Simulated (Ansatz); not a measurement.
These are results of Ansatz, DFT PBE, scalar-relativistic, plane waves, PAW, not measurements. Settings: cutoff 420 eV, Γ-centred meshes spaced at most about 0.3 Å⁻¹, and about 0.25 Å⁻¹ or finer for metals (2π included), Gaussian smearing. Collinear spin in cells that started with moments and kept them past the coarse steps, no spin elsewhere.

All energies are static (0 K, no zero-point motion).

Compare these two cells of AlO5, each relaxed at this level.

A. (no spin)

```
Al O
1.0
     3.55054    0.00000    0.00000
    -1.77527    3.07486    0.00000
     0.00000    0.00000    6.50815
Al O
1 5
Direct
  0.00000 0.00000 0.00000
  0.33333 0.66667 0.00000
  0.66667 0.33333 0.00000
  0.50000 0.00000 0.50000
  0.50000 0.50000 0.50000
  0.00000 0.50000 0.50000
```

B. (site moments O 0.4 (×4), 1.1 μB)

```
Al O
1.0
     0.00000    2.96122    2.96122
     2.96122    0.00000    2.96122
     2.96122    2.96122    0.00000
Al O
1 5
Direct
  0.00000 0.00000 0.00000
  0.37465 0.37465 0.87604
  0.37465 0.87604 0.37465
  0.87604 0.37465 0.37465
  0.37465 0.37465 0.37465
  0.75000 0.75000 0.75000
```

**Question.** Which would you expect to be lower, and how large is the difference?

**Answer.** A is lower, by 0.60 eV/atom. A has space group P6/mmm (No. 191), 11.8 Å³/atom and no gap on its mesh; B has space group F-43m (No. 216), 8.7 Å³/atom and no gap. Counting O atoms around Al (those within 1.25 times the shortest such distance or 1.15 times the sum of covalent radii; the shortest distance is added where it is long for a bond), A has Al 6 and B has Al 16 from 2.5 Å. Their magnetic states differ too. Even the lower one lies +0.48 eV/atom against the reference forms of the elements (uncorrected), so neither is stable at this level. Both come from invented guesses. A third cell relaxed alike, in R-3m, lies 0.70 eV/atom below the lower of the two.

Weakly bound directions are ill-defined at this level, which has no dispersion term (P6/mmm), and this can change margins and order among such cells. In P6/mmm an odd number of electrons in the primitive cell allows no gap without spin; a larger cell or a magnetic state could open one. A magnetic state wasn't ruled out in cells without spin, among them P6/mmm. The magnetic state reached may not be the lowest. Cells relaxed within their symmetry can be saddle points. Some candidate types were left out of the draw beforehand, so a known form may be missing.

The preference for A by 0.60 eV/atom probably reflects bonding rather than packing. B is the denser cell, but its 16 oxygen neighbours start at 2.5 Å, far beyond a normal Al–O bond, in an arrangement typical of intermetallic Laves-type phases. A has shorter, though still stretched, Al–O contacts, and its separate oxygen layer brings the atoms close enough for partial O–O bonding.

Neither cell solves the electron count. Aluminium supplies only three valence electrons, too few to turn five oxygens into oxide ions, so the remainder must pair up as peroxide, superoxide or molecular O2. Neither cell contains O–O bonds that short, which leaves holes in the O 2p states, consistent with the missing gaps and with the oxygen moments in B.

The R-3m cell falls below the elements, but that is a lenient test for an aluminium oxide. The relevant competitor is Al2O3 plus O2, whose very strong Al–O bonding makes decomposition the likely fate of this composition.
